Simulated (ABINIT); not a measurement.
A calculation with ABINIT 10.8.3 (patched build) of Ag (native input, structure from a POSCAR):

run.abi

```
# Pseudopotentials
pp_dirpath "./"
pseudos "Ag.GGA_PBE-JTH.xml"

# Structure
structure "poscar:POSCAR"
natom 1

# Plane-wave basis
ecut 462.593566 eV
pawecutdg 34.0

# k points
kptopt 1
ngkpt 11 11 11
nshiftk 1
shiftk 0.0 0.0 0.0

# Exchange and correlation
ixc 11

# Bands and occupations
nband 10
occopt 3
tsmear 0.00183747

# SCF cycle
nstep 100
tolvrs 1.0e-9

# Output
iomode 3
prtwf 0
prtden 0
prteig 0
prtebands 0
enunit 2
```

File POSCAR:

```
Ag
1.0
    0.0000000000      2.0427500000      2.0427500000
    2.0427500000      0.0000000000      2.0427500000
    2.0427500000      2.0427500000      0.0000000000
Ag
1
Direct
    0.0000000000      0.0000000000      0.0000000000  Ag
```

Potentials or basis: JTH PAW PBE v2.0.

The run is started by

```bash
$ abinit run.abi > log 2>&1
```

Q: Write the same calculation in another form: ASE script, structure from a P1 CIF.

A: As run:

Contents of run.py:

```python
import json, os
import numpy as np
from ase.units import GPa
from ase.calculators.abinit import Abinit, AbinitProfile
from ase.io import read

atoms = read('Ag.cif')

profile = AbinitProfile(command='abinit', pp_paths=[os.path.abspath('pseudos')])
params = dict(
    pps='pawxml', xc='PBE',
    ecut=462.5936,
    pawecutdg=925.1871,
    kptopt=1,
    ngkpt=[11, 11, 11],
    nshiftk=1,
    shiftk=[0.0, 0.0, 0.0],
    ixc=11,
    nband=10,
    occopt=3,
    tsmear=0.05,
    nstep=100,
    tolvrs=1e-09,
    prtwf=0,
    prtden=0,
)

atoms.calc = Abinit(profile=profile, directory='run', **params)
energy = atoms.get_potential_energy()
forces = atoms.get_forces()
stress = atoms.get_stress()
print(f'energy {energy:.6f} eV')
print('forces (eV/A)')
print(np.round(forces, 5))
print('stress (GPa, Voigt, tension positive)', np.round(stress / GPa, 4))
json.dump(dict(energy=energy, forces=forces.tolist(), stress=stress.tolist(), cell=atoms.cell.tolist(), frac=atoms.get_scaled_positions(wrap=False).tolist()), open('results.json', 'w'))
```

Contents of Ag.cif:

```cif
data_Ag
_cell_length_a 2.88888475
_cell_length_b 2.88888475
_cell_length_c 2.88888475
_cell_angle_alpha 60.00000000
_cell_angle_beta 60.00000000
_cell_angle_gamma 60.00000000
_space_group_name_H-M_alt 'P1'
_space_group_name_Hall 'P 1'
_space_group_IT_number 1
loop_
_space_group_symop_operation_xyz
'x,y,z'
loop_
_atom_site_label
_atom_site_type_symbol
_atom_site_symmetry_multiplicity
_atom_site_Wyckoff_symbol
_atom_site_fract_x
_atom_site_fract_y
_atom_site_fract_z
_atom_site_occupancy
Ag1 Ag 1 a 0.0000000000 0.0000000000 0.0000000000 1
```

Potentials or basis: JTH PAW PBE v2.0.

The run is started by

```sh
$ python run.py
```

Both were run:

|  | native input, structure from a POSCAR | ASE script, structure from a P1 CIF |
| --- | --- | --- |
| Pressure | 4.5 GPa | 4.5 GPa |
| Band gap on the k mesh | none (metal or under the smearing width) | none (metal or under the smearing width) |
| Valence electrons inside the program's atomic spheres | Ag 9.82 (radii [1.331] Å) | Ag 9.82 (radii [1.331] Å) |

Keys that steer only the numerical path or the files written may differ.
